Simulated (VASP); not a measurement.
# MoS2 in VASP: notebook

One slab, MoS2, is run at these levels: PBE0; tasks: single point.

Program: VASP 6.6.1. These are calculated values, not measurements. Logs are shortened: lines on timing, memory, paths and dates and some standing lists are left out, and cuts for length are marked.

**1. The structure**

The cell holds a slab with vacuum, 3 atoms: a = 3.184 Å, b = 3.184 Å, c = 17.335 Å, α = 90.00°, β = 90.00°, γ = 120.00°.

**2. Single point, PBE0**

Input file POSCAR:

```
MoS2
1.0
    3.1841260822      0.0000000000      0.0000000000
   -1.5920630411      2.7575340760      0.0000000000
    0.0000000000      0.0000000000     17.3345999500
Mo S
1 2
Direct
    0.0000000000      0.0000000000      0.0000000000
    0.3333333333      0.6666666667      0.9105070200
    0.3333333333      0.6666666667      0.0894929800
```

Input file INCAR.step1:

```
PREC     = Accurate       # precision mode
ENCUT    = 350            # plane-wave cutoff, eV
EDIFF    = 1E-5           # SCF threshold, eV
ISMEAR   = 0              # smearing method
SIGMA    = 0.01           # smearing width, eV
LREAL    = False          # projectors in reciprocal space
LASPH    = True           # aspherical terms in the spheres
NELM     = 100            # most SCF steps
ALGO     = Normal         # electronic algorithm
ISIF     = 2              # what is computed and relaxed
LWAVE    = True           # write WAVECAR
LCHARG   = False          # write CHGCAR
NKRED    = 1            
NBANDS   = 21             # bands
GGA      = PE             # functional
```

Input file INCAR.step2:

```
PREC     = Accurate       # precision mode
ENCUT    = 350            # plane-wave cutoff, eV
EDIFF    = 1E-6           # SCF threshold, eV
ISMEAR   = 0              # smearing method
SIGMA    = 0.01           # smearing width, eV
LREAL    = False          # projectors in reciprocal space
LASPH    = True           # aspherical terms in the spheres
NELM     = 100            # most SCF steps
ALGO     = Normal         # electronic algorithm
ISIF     = 2              # what is computed and relaxed
LWAVE    = False          # write WAVECAR
LCHARG   = False          # write CHGCAR
GGA      = PE             # functional
LHFCALC  = True           # exact exchange
AEXX     = 0.25           # exact-exchange fraction
PRECFOCK = Fast         
NKRED    = 1            
NBANDS   = 21             # bands
ISTART   = 1
```

Input file KPOINTS:

```
Automatic mesh
0
Gamma
  4 4 1
```

Potentials or basis: VASP PAW PBE potentials, release 64 (Mo_sv, S).

On the command line:

```bash
> cat potpaw_PBE.64/Mo_sv/POTCAR potpaw_PBE.64/S/POTCAR > POTCAR
> cp INCAR.step1 INCAR
> mpirun -np 1 vasp_std > vasp.out
> cp INCAR.step2 INCAR
> mpirun -np 1 vasp_std > vasp.out
```

OUTCAR:

```text
PREC = Accurate
   ENCUT = 350
   EDIFF = 1E-6
   ISMEAR = 0
   LREAL = False
   LASPH = True
   NELM = 100
   ISIF = 2
   GGA = PE
   LHFCALC = True
   AEXX = 0.25
   PRECFOCK = Fast
   NKRED = 1
   ISTART = 1

 Found      4 irreducible k-points:

 Following reciprocal coordinates:
            Coordinates               Weight
  0.000000  0.000000  0.000000      1.000000
  0.250000  0.000000  0.000000      6.000000
  0.500000  0.000000  0.000000      3.000000
  0.250000  0.250000  0.000000      6.000000
   k-points           NKPTS =      4   k-points in BZ     NKDIM =     16   number of bands    NBANDS=     21
   number of dos      NEDOS =    301   number of ions     NIONS =      3
   total plane-waves  NPLWV =  43200
   dimension x,y,z NGX =    20 NGY =   20 NGZ =  108
   dimension x,y,z NGXF=    40 NGYF=   40 NGZF=  216
   ions per type =               1   2
   NGX,Y,Z   is equivalent  to a cutoff of  10.44, 10.44, 10.36 a.u.
   NGXF,Y,Z  is equivalent  to a cutoff of  20.88, 20.88, 20.72 a.u.
 SYSTEM =  unknown system
   PREC   = accura    normal or accurate (medium, high low for compatibility)
   ISTART =      1    job   : 0-new  1-cont  2-samecut
   ICHARG =      0    charge: 1-file 2-atom 10-const
   ISPIN  =      1    spin polarized calculation?
   LNONCOLLINEAR =      F non collinear calculations
   LSORBIT =      F    spin-orbit coupling
   LASPH  =      T    aspherical Exc in radial PAW
   ENCUT  =  350.0 eV  25.72 Ry    5.07 a.u.   4.86  4.86 26.44*2*pi/ulx,y,z
   NELM   =    100;   NELMIN=  2; NELMDL=  0     # of ELM steps
   EDIFF  = 0.1E-05   stopping-criterion for ELM
   LREAL  =      F    real-space projection
   EDIFFG = 0.1E-04   stopping-criterion for IOM
   NSW    =      0    number of steps for IOM
   IBRION =     -1    ionic relax: 0-MD 1-quasi-New 2-CG
   NFREE  =      0    steps in history (QN), initial steepest desc. (CG)
   ISIF   =      2    stress and relaxation
   ISYM   =      3    0-nonsym 1-usesym 2-fastsym
   POTIM  = 0.5000    time-step for ionic-motion
   TEBEG  =    0.0;   TEEND  =   0.0 temperature during run
   PSTRESS=    0.0 pullay stress
   NELECT =      26.0000    total number of electrons
   NUPDOWN=      -1.0000    fix difference up-down
   EMIN   =  10.00;   EMAX   =-10.00  energy-range for DOS
   EFERMI =   0.00;   METHOD = LEGACY
   ISMEAR =     0;   SIGMA  =   0.01  broadening in eV -4-tet -1-fermi 0-gaus
   EFERMI_NEDOS =   21; number of points for ismear=-14 and -15
   IALGO  =     38    algorithm
   IMIX   =      1    mixing-type and parameters
     AMIX     =   0.40;   BMIX     =  1.00
     AMIX_MAG =   1.60;   BMIX_MAG =  1.00
  volume/ion in A,a.u.               =      50.73       342.37
  Fermi-wavevector in a.u.,A,eV,Ry     =   0.908359  1.716550 11.226391  0.825116
  Thomas-Fermi vector in A             =   2.032276
   LORBIT       =      0    0 simple, 1 ext, 2 COOP (PROOUT), +10 PAW based schemes
   GGA     = PE    functional components
   LHFCALC =     T    Hartree Fock is set to
   PRECFOCK=fast      Normal, Fast or Accurate (Low or Medium for compatibility)
   ENCUT4O =  -1.0   cutoff for four orbital integrals eV
   NKREDX  =     1    reduce k-point grid by
   NKREDY  =     1    reduce k-point grid by
   NKREDZ  =     1    reduce k-point grid by
   AEXX    =    0.2500 exact exchange contribution
   HFSCREEN=    0.0000 screening length (either q_TF or 0.3 A-1)
   HFSCREENC=   0.0000 screening length for correlation (either q_TF or 0.3 A-1)
   ENCUTFOCK=  -1.0 apply spherical cutoff to Coloumb kernel
   IVDW    =     0    specifies the selected vdW correction
   LEPSILON=     F    determine dielectric tensor
   LRPA    =     F    only Hartree local field effects (RPA)
 non-spin polarized calculation
 Gauss-broadening in eV      SIGMA  =   0.01
  energy-cutoff  :      350.00
  volume of cell :      152.20
 maximum number of plane-waves:      2275
 NGX is ok and might be reduce to    20
  NGX = 12; NGY = 12; NGZ = 70

 number of electron      25.9999995 magnetization

 Free energy of the ion-electron system (eV)
  ---------------------------------------------------
  ext. energy  EPLUGINS =         0.00000000
  ---------------------------------------------------
  free energy    TOTEN  =       -28.53271582 eV

  energy without entropy =      -28.53271582  energy(sigma->0) =      -28.53271582

 E-fermi :  -2.1238     XC(G=0):  -3.3896

 val. band max:       -2.2193223559   @ k =   0.0000   0.0000   0.0000
 cond. band min:       1.2783577531   @ k =   0.2500   0.2500   0.0000
 fundamental gap:      3.4976801090
 Fermi energy:        -2.1237817983

 k-point     1 :       0.0000    0.0000    0.0000
  band No.  band energies     occupation
      1     -67.1595      2.00000
      2     -39.8718      2.00000
      3     -39.6440      2.00000
      4     -39.6440      2.00000
      5     -17.9951      2.00000
      6     -16.5072      2.00000
[... 13 lines left out ...]
     20       5.3909      0.00000
     21       5.8709      0.00000

 k-point     2 :       0.2500    0.0000    0.0000
  band No.  band energies     occupation
      1     -67.1370      2.00000
      2     -39.8733      2.00000
      3     -39.8276      2.00000
      4     -39.6968      2.00000
      5     -17.0802      2.00000
      6     -16.1511      2.00000
[... 13 lines left out ...]
     20       6.6926      0.00000
     21       8.1386      0.00000

 k-point     3 :       0.5000    0.0000    0.0000
  band No.  band energies     occupation
      1     -67.1143      2.00000
      2     -40.0975      2.00000
      3     -39.7818      2.00000
      4     -39.7500      2.00000
      5     -15.9273      2.00000
      6     -15.7204      2.00000
[... 13 lines left out ...]
     20       7.7517      0.00000
     21       8.3811      0.00000

 k-point     4 :       0.2500    0.2500    0.0000
  band No.  band energies     occupation
      1     -67.1144      2.00000
      2     -40.0125      2.00000
      3     -39.8358      2.00000
      4     -39.7825      2.00000
      5     -15.9545      2.00000
      6     -15.6949      2.00000
[... 13 lines left out ...]
     20       7.8827      0.00000
     21       8.4415      0.00000

------------------------ aborting loop because EDIFF is reached ----------------------------------------

  FORCE on cell =-STRESS in cart. coord.  units (eV):
  Direction    XX          YY          ZZ          XY          YZ          ZX
  --------------------------------------------------------------------------------------
  -------------------------------------------------------------------------------------
  Total       -1.7588630     -1.7588630     -1.3538688      0.0000000      0.0000000      0.0000000
  in kB      -18.5147406    -18.5147406    -14.2515526      0.0000000      0.0000000      0.0000000
  external PRESSURE =     -17.0936779 kB  Pullay stress =       0.0000000 kB

 VOLUME and BASIS-vectors are now :
 -----------------------------------------------------------------------------
  energy-cutoff  :      350.00
  volume of cell :      152.20
      direct lattice vectors                 reciprocal lattice vectors
     3.184126082  0.000000000  0.000000000     0.314057915  0.181321422  0.000000000
    -1.592063041  2.757534076  0.000000000     0.000000000  0.362642844  0.000000000
     0.000000000  0.000000000 17.334599950     0.000000000  0.000000000  0.057688092

 POSITION                                       TOTAL-FORCE (eV/Angst)
 -----------------------------------------------------------------------------------
      0.00000      0.00000      0.00000         0.000000      0.000000      0.000000
     -0.00000      1.83836     15.78327        -0.000000      0.000000      0.350654
     -0.00000      1.83836      1.55133         0.000000     -0.000000     -0.350654
 -----------------------------------------------------------------------------------
    total drift:                               -0.000001      0.000000     -0.000000

  FREE ENERGIE OF THE ION-ELECTRON SYSTEM (eV)
  ---------------------------------------------------
  free  energy   TOTEN  =       -28.5327158169 eV

  energy  without entropy=      -28.5327158169  energy(sigma->0) =      -28.53271582
```

OSZICAR.step1:

```text
N       E                     dE             d eps       ncg     rms          rms(c)
DAV:   1     0.109987898678E+03    0.10999E+03   -0.10559E+04   232   0.766E+02
DAV:   2    -0.165197109248E+02   -0.12651E+03   -0.12425E+03   222   0.201E+02
DAV:   3    -0.232707609932E+02   -0.67511E+01   -0.66662E+01   203   0.405E+01
[... 12 lines left out ...]
DAV:  16    -0.218997966159E+02   -0.34107E-04   -0.99303E-06   175   0.109E-02    0.397E-03
DAV:  17    -0.218998460438E+02   -0.49428E-04   -0.32483E-06   151   0.767E-03    0.320E-03
DAV:  18    -0.218998806540E+02   -0.34610E-04   -0.14803E-06   138   0.469E-03    0.107E-03
DAV:  19    -0.218999012162E+02   -0.20562E-04   -0.14613E-06   159   0.295E-03    0.860E-04
DAV:  20    -0.218999039229E+02   -0.27066E-05   -0.86428E-08   114   0.101E-03
   1 F= -.21899904E+02 E0= -.21899904E+02  d E =-.162608E-12
```

Wall time 69 s (1 thread of AMD EPYC 9R45 (Zen 5), shared host); peak memory 0.16 GiB.

These settings aren't checked as converged: the numbers below hold their error.

Results:

```
Free energy            : -28.5327 eV
Largest force          : 0.351 eV/Å
Band gap on the k mesh : 3.50 eV, indirect (least direct gap 4.12 eV)
```

Caveat: the k mesh is coarse (spacing up to 0.57 Å⁻¹), so the values aren't converged, least of all with exact exchange; the PAW data sets were made with another functional, which shifts forces and pressure a little.

**3. Single point, PBE0**

POSCAR is that of step 2.

INCAR.step1 is that of step 2.

Changes to INCAR.step2 since step 2:

```diff
@@ -15,3 +15,3 @@
 AEXX     = 0.25           # exact-exchange fraction
-PRECFOCK = Fast         
+PRECFOCK = Normal       
 NKRED    = 1
```

Input file KPOINTS:

```
Automatic mesh
0
Gamma
  5 5 1
```

Potentials or basis: VASP PAW PBE potentials, release 64 (Mo_sv, S).

On the command line:

```bash
> cat potpaw_PBE.64/Mo_sv/POTCAR potpaw_PBE.64/S/POTCAR > POTCAR
> cp INCAR.step1 INCAR
> mpirun -np 1 vasp_std > vasp.out
> cp INCAR.step2 INCAR
> mpirun -np 1 vasp_std > vasp.out
```

OUTCAR:

```text
PREC = Accurate
   ENCUT = 350
   EDIFF = 1E-6
   ISMEAR = 0
   LREAL = False
   LASPH = True
   NELM = 100
   ISIF = 2
   GGA = PE
   LHFCALC = True
   AEXX = 0.25
   PRECFOCK = Normal
   NKRED = 1
   ISTART = 1

 Found      5 irreducible k-points:

 Following reciprocal coordinates:
            Coordinates               Weight
  0.000000  0.000000  0.000000      1.000000
  0.200000  0.000000  0.000000      6.000000
  0.400000  0.000000  0.000000      6.000000
  0.200000  0.200000  0.000000      6.000000
  0.400000  0.200000  0.000000      6.000000
   k-points           NKPTS =      5   k-points in BZ     NKDIM =     25   number of bands    NBANDS=     21
   number of dos      NEDOS =    301   number of ions     NIONS =      3
   total plane-waves  NPLWV =  43200
   dimension x,y,z NGX =    20 NGY =   20 NGZ =  108
   dimension x,y,z NGXF=    40 NGYF=   40 NGZF=  216
   ions per type =               1   2
   NGX,Y,Z   is equivalent  to a cutoff of  10.44, 10.44, 10.36 a.u.
   NGXF,Y,Z  is equivalent  to a cutoff of  20.88, 20.88, 20.72 a.u.
 SYSTEM =  unknown system
   PREC   = accura    normal or accurate (medium, high low for compatibility)
   ISTART =      1    job   : 0-new  1-cont  2-samecut
   ICHARG =      0    charge: 1-file 2-atom 10-const
   ISPIN  =      1    spin polarized calculation?
   LNONCOLLINEAR =      F non collinear calculations
   LSORBIT =      F    spin-orbit coupling
   LASPH  =      T    aspherical Exc in radial PAW
   ENCUT  =  350.0 eV  25.72 Ry    5.07 a.u.   4.86  4.86 26.44*2*pi/ulx,y,z
   NELM   =    100;   NELMIN=  2; NELMDL=  0     # of ELM steps
   EDIFF  = 0.1E-05   stopping-criterion for ELM
   LREAL  =      F    real-space projection
   EDIFFG = 0.1E-04   stopping-criterion for IOM
   NSW    =      0    number of steps for IOM
   IBRION =     -1    ionic relax: 0-MD 1-quasi-New 2-CG
   NFREE  =      0    steps in history (QN), initial steepest desc. (CG)
   ISIF   =      2    stress and relaxation
   ISYM   =      3    0-nonsym 1-usesym 2-fastsym
   POTIM  = 0.5000    time-step for ionic-motion
   TEBEG  =    0.0;   TEEND  =   0.0 temperature during run
   PSTRESS=    0.0 pullay stress
   NELECT =      26.0000    total number of electrons
   NUPDOWN=      -1.0000    fix difference up-down
   EMIN   =  10.00;   EMAX   =-10.00  energy-range for DOS
   EFERMI =   0.00;   METHOD = LEGACY
   ISMEAR =     0;   SIGMA  =   0.01  broadening in eV -4-tet -1-fermi 0-gaus
   EFERMI_NEDOS =   21; number of points for ismear=-14 and -15
   IALGO  =     38    algorithm
   IMIX   =      1    mixing-type and parameters
     AMIX     =   0.40;   BMIX     =  1.00
     AMIX_MAG =   1.60;   BMIX_MAG =  1.00
  volume/ion in A,a.u.               =      50.73       342.37
  Fermi-wavevector in a.u.,A,eV,Ry     =   0.908359  1.716550 11.226391  0.825116
  Thomas-Fermi vector in A             =   2.032276
   LORBIT       =      0    0 simple, 1 ext, 2 COOP (PROOUT), +10 PAW based schemes
   GGA     = PE    functional components
   LHFCALC =     T    Hartree Fock is set to
   PRECFOCK=normal    Normal, Fast or Accurate (Low or Medium for compatibility)
   ENCUT4O =  -1.0   cutoff for four orbital integrals eV
   NKREDX  =     1    reduce k-point grid by
   NKREDY  =     1    reduce k-point grid by
   NKREDZ  =     1    reduce k-point grid by
   AEXX    =    0.2500 exact exchange contribution
   HFSCREEN=    0.0000 screening length (either q_TF or 0.3 A-1)
   HFSCREENC=   0.0000 screening length for correlation (either q_TF or 0.3 A-1)
   ENCUTFOCK=  -1.0 apply spherical cutoff to Coloumb kernel
   IVDW    =     0    specifies the selected vdW correction
   LEPSILON=     F    determine dielectric tensor
   LRPA    =     F    only Hartree local field effects (RPA)
 non-spin polarized calculation
 Gauss-broadening in eV      SIGMA  =   0.01
  energy-cutoff  :      350.00
  volume of cell :      152.20
 maximum number of plane-waves:      2281
 NGX is ok and might be reduce to    20
  NGX = 16; NGY = 16; NGZ = 84

 number of electron      25.9999995 magnetization

 Free energy of the ion-electron system (eV)
  ---------------------------------------------------
  ext. energy  EPLUGINS =         0.00000000
  ---------------------------------------------------
  free energy    TOTEN  =       -28.44160983 eV

  energy without entropy =      -28.44160983  energy(sigma->0) =      -28.44160983

 E-fermi :  -2.1015     XC(G=0):  -3.3874

 val. band max:       -2.2285347325   @ k =   0.0000   0.0000   0.0000
 cond. band min:       1.0535128398   @ k =   0.4000   0.2000   0.0000
 fundamental gap:      3.2820475723
 Fermi energy:        -2.1014727028

 k-point     1 :       0.0000    0.0000    0.0000
  band No.  band energies     occupation
      1     -67.1824      2.00000
      2     -39.9005      2.00000
      3     -39.6640      2.00000
      4     -39.6640      2.00000
      5     -18.0011      2.00000
      6     -16.5114      2.00000
[... 13 lines left out ...]
     20       5.3823      0.00000
     21       5.8597      0.00000

 k-point     2 :       0.2000    0.0000    0.0000
  band No.  band energies     occupation
      1     -67.1668      2.00000
      2     -39.8695      2.00000
      3     -39.8230      2.00000
      4     -39.7004      2.00000
      5     -17.3865      2.00000
      6     -16.2715      2.00000
[... 13 lines left out ...]
     20       6.3359      0.00000
     21       7.7953      0.00000

 k-point     3 :       0.4000    0.0000    0.0000
  band No.  band energies     occupation
      1     -67.1416      2.00000
      2     -40.0739      2.00000
      3     -39.8182      2.00000
      4     -39.7593      2.00000
      5     -16.1812      2.00000
      6     -15.8141      2.00000
[... 13 lines left out ...]
     20       7.1837      0.00000
     21       7.9591      0.00000

 k-point     4 :       0.2000    0.2000    0.0000
  band No.  band energies     occupation
      1     -67.1465      2.00000
      2     -39.9856      2.00000
      3     -39.8286      2.00000
      4     -39.7895      2.00000
      5     -16.4488      2.00000
      6     -15.9003      2.00000
[... 13 lines left out ...]
     20       7.6571      0.00000
     21       8.1712      0.00000

 k-point     5 :       0.4000    0.2000    0.0000
  band No.  band energies     occupation
      1     -67.1338      2.00000
      2     -40.0625      2.00000
      3     -39.8669      2.00000
      4     -39.8026      2.00000
      5     -15.7523      2.00000
      6     -15.6178      2.00000
[... 13 lines left out ...]
     20       8.6806      0.00000
     21       9.0397      0.00000

------------------------ aborting loop because EDIFF is reached ----------------------------------------

  FORCE on cell =-STRESS in cart. coord.  units (eV):
  Direction    XX          YY          ZZ          XY          YZ          ZX
  --------------------------------------------------------------------------------------
  -------------------------------------------------------------------------------------
  Total       -1.6077694     -1.6077694     -1.1846192      0.0000000      0.0000000     -0.0000000
  in kB      -16.9242482    -16.9242482    -12.4699409      0.0000000      0.0000000     -0.0000000
  external PRESSURE =     -15.4394791 kB  Pullay stress =       0.0000000 kB

 VOLUME and BASIS-vectors are now :
 -----------------------------------------------------------------------------
  energy-cutoff  :      350.00
  volume of cell :      152.20
      direct lattice vectors                 reciprocal lattice vectors
     3.184126082  0.000000000  0.000000000     0.314057915  0.181321422  0.000000000
    -1.592063041  2.757534076  0.000000000     0.000000000  0.362642844  0.000000000
     0.000000000  0.000000000 17.334599950     0.000000000  0.000000000  0.057688092

 POSITION                                       TOTAL-FORCE (eV/Angst)
 -----------------------------------------------------------------------------------
      0.00000      0.00000      0.00000         0.000000      0.000000      0.000000
     -0.00000      1.83836     15.78327        -0.000000     -0.000000      0.305265
     -0.00000      1.83836      1.55133        -0.000000      0.000000     -0.305265
 -----------------------------------------------------------------------------------
    total drift:                                0.000001     -0.000000     -0.000000

  FREE ENERGIE OF THE ION-ELECTRON SYSTEM (eV)
  ---------------------------------------------------
  free  energy   TOTEN  =       -28.4416098325 eV

  energy  without entropy=      -28.4416098325  energy(sigma->0) =      -28.44160983
```

Run time: 3.9 min. Hardware: 1 thread of AMD EPYC 9R45 (Zen 5), shared host; peak memory 0.18 GiB.

These settings aren't checked as converged: the numbers below hold their error.

What came out:

```
Free energy            : -28.4416 eV
Largest force          : 0.305 eV/Å
Band gap on the k mesh : 3.28 eV, indirect (least direct gap 3.59 eV)
```

Caveat: the k mesh is coarse (spacing up to 0.46 Å⁻¹), so the values aren't converged, least of all with exact exchange; the PAW data sets were made with another functional, which shifts forces and pressure a little.

[end of part 1 of 2]
